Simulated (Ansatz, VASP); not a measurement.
Two plane-wave programs on SrVO3

Contents of INCAR:

```
ALGO = Normal
EDIFF = 1E-7
ENCUT = 520
GGA = PE
ISIF = 2
ISMEAR = -1
ISPIN = 2
LASPH = T
LCHARG = F
LMAXMIX = 4
LORBIT = 11
LREAL = F
LWAVE = F
MAGMOM = 0 2 0 0 0
NBANDS = 32
NELM = 150
PREC = Accurate
SIGMA = 0.05
```

Contents of KPOINTS:

```
k-points
0
Gamma
  7 7 7
```

The input POSCAR:

```
SrVO3
1.0
    3.8409000000      0.0000000000      0.0000000000
    0.0000000000      3.8409000000      0.0000000000
    0.0000000000      0.0000000000      3.8409000000
Sr V O
1 1 3
Direct
    0.5025740000      0.4914350000      0.5070830000
    0.0107640000      0.0086080000      0.0026580000
   -0.0010680000      0.0173340000      0.4988290000
   -0.0157720000      0.4944300000      0.0129660000
    0.5105230000     -0.0036700000     -0.0048390000
```

input.yaml

```yaml
crystal:
  lattice:
    - [3.8409, 0.0, 0.0]
    - [0.0, 3.8409, 0.0]
    - [0.0, 0.0, 3.8409]
  atoms:
    - { symbol: Sr, position: [0.502574, 0.491435, 0.507083] }
    - { symbol: V, position: [0.010764, 0.008608, 0.002658], spin: 2.0 }
    - { symbol: O, position: [-0.001068, 0.017334, 0.498829] }
    - { symbol: O, position: [-0.015772, 0.49443, 0.012966] }
    - { symbol: O, position: [0.510523, -0.00367, -0.004839] }
hamiltonian:
  xc: pbe
  pseudopotentials: { kind: paw }
magnetization:
  spin_polarized: true
kpoints:
  mp_grid: { grid: [7, 7, 7] }
scf:
  occupations: { method: fermi_dirac, width: 0.05 }
output:
  forces: true
  stress: true
  eigenvalues: true
```

Change from the starting cell: atoms moved at random, drawn with an rms of 0.05 Å.

Alike in both runs: task single point; functional PBE; k mesh 7 × 7 × 7; occupations fermi-dirac, width 0.05 eV; collinear spin, ferromagnetic start.

|  | VASP | Ansatz |
| --- | --- | --- |
| version | VASP 6.6.1 | Ansatz 0.2.0 |
| potentials or method | VASP PAW PBE potentials, release 64 (Sr_sv, V_sv, O) | Ansatz PAW |
| plane-wave cutoff (eV) | 520 | 420 |
| valence electrons in the cell | 41 | 41 |

VASP gave:

- gap on the k mesh at the Fermi level (eV): none
- pressure (GPa): 3.8
- largest component of the traceless stress (GPa): 0.52
- rms of the force components (eV/Å): 0.423
- net moment per atom (μB): 0.00

Problem. What did Ansatz give for the same quantities?

Solution. gap on the k mesh at the Fermi level (eV): none; pressure (GPa): 2.9; largest component of the traceless stress (GPa): 0.52; rms of the force components (eV/Å): 0.416; net moment per atom (μB): 0.00.

Atom by atom the forces differ by 0.015 eV/Å (rms over components). A gap of «none» marks a metal or a gap that the smearing closes. The functional is the same, so the differences come from potentials, cutoffs and numerics.

Caveats: semilocal functionals often make such compounds metallic where correlation or magnetic order opens a gap, which also shifts bond lengths; the pressure holds a Pulay correction of +0.7 GPa for the finite cutoff (Ansatz); the starting moments weren't kept (Ansatz).
